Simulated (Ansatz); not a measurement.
# InP: equation of state

One table from this session's results is given with a row withheld; the runs are named, their logs left out.

The COD entry's cell or inner coordinates are ideal or old and differ from later refinements, so a difference from it is no clean test against experiment.

Program: Ansatz 0.2.0. Level of theory: DFT PBE, scalar-relativistic. These are calculated values, not measurements.

**The system as given**

The structure is cubic, space group F-43m (No. 216). The conventional cell has a = 5.861 Å, b = 5.861 Å, c = 5.861 Å, α = 90.00°, β = 90.00°, γ = 90.00°. In (site symmetry -43m) is surrounded by 4 P at 2.54 Å. Around P (site symmetry -43m) lie 4 In at 2.54 Å.

Coordinates:

```cif
data_structure
_symmetry_space_group_name_H-M 'P 1'
_symmetry_Int_Tables_number 1
_cell_length_a 4.1444
_cell_length_b 4.1444
_cell_length_c 4.1444
_cell_angle_alpha 60.000
_cell_angle_beta 60.000
_cell_angle_gamma 60.000
_cell_volume 50.33
loop_
_atom_site_label
_atom_site_type_symbol
_atom_site_fract_x
_atom_site_fract_y
_atom_site_fract_z
_atom_site_occupancy
In1 In 0.00000 0.00000 0.00000 1
P1 P 0.75000 0.75000 0.75000 1
```

The cell is a deposited one (Crystallography Open Database entry 1010146); the temperature and pressure of the measurement aren't taken into account, and nothing was relaxed.

Atoms are numbered in the order of the input: In1, P2.

The first run:

Contents of input.yaml:

```yaml
crystal:
  lattice:
    - [0.0, 2.8808209112, 2.8808209112]
    - [2.8808209112, 0.0, 2.8808209112]
    - [2.8808209112, 2.8808209112, 0.0]
  atoms:
    - { symbol: In, position: [0.0, 0.0, 0.0] }
    - { symbol: P, position: [0.75, 0.75, 0.75] }
kpoints:
  mp_grid: { grid: [11, 11, 11] }
scf:
  occupations: { method: fermi_dirac, width: 0.03 }
hamiltonian:
  xc: pbe
  pseudopotentials: { kind: all_electron, lapw: { basis_error: 0.00025 } }
output:
  forces: true
  stress: true
  eigenvalues: true
```

The run is started by

```sh
$ ansatz run input.yaml --threads 1 --pin off --max-ram 2048MiB --backend cpu --events-out ev --progress --plain --runs-dir out
```

Among the steps run: Volume × 0.95, LAPW; Volume × 0.95, PAW; Volume × 0.95, crystal datasets; Volume × 0.975, LAPW; Volume × 0.975, PAW; Volume × 1.025, LAPW; Volume × 1.025, PAW; Volume × 1.05, LAPW; Volume × 1.05, PAW; Volume × 1.05, crystal datasets.

One of the session's tables, all rows but one given; the rest of the session is left out.

```
          method  volume (Å³/atom)  pressure (GPa)  gap on the k mesh (eV)
            LAPW            23.908            7.62                    0.99
            LAPW            24.537            5.34                    0.85
            LAPW            25.167            3.34                    0.71
            LAPW            25.796            1.60                    0.58
            LAPW            26.425            0.07                    0.45
             PAW            23.908            7.63                    0.99
             PAW            24.537            5.34                    0.85
             PAW            25.167               ?                       ?
             PAW            25.796            1.60                    0.58
             PAW            26.425            0.07                    0.45
crystal datasets            23.908            7.62                    0.99
crystal datasets            25.167            3.34                    0.71
crystal datasets            26.425            0.07                    0.45
```

**Question.** Estimate the row for PAW, 25.167.

The run gave: pressure (GPa): 3.34; gap on the k mesh (eV): 0.72.

To keep in mind: Warnings in the runs' records: gradients without spin orbit, crystal datasets made.
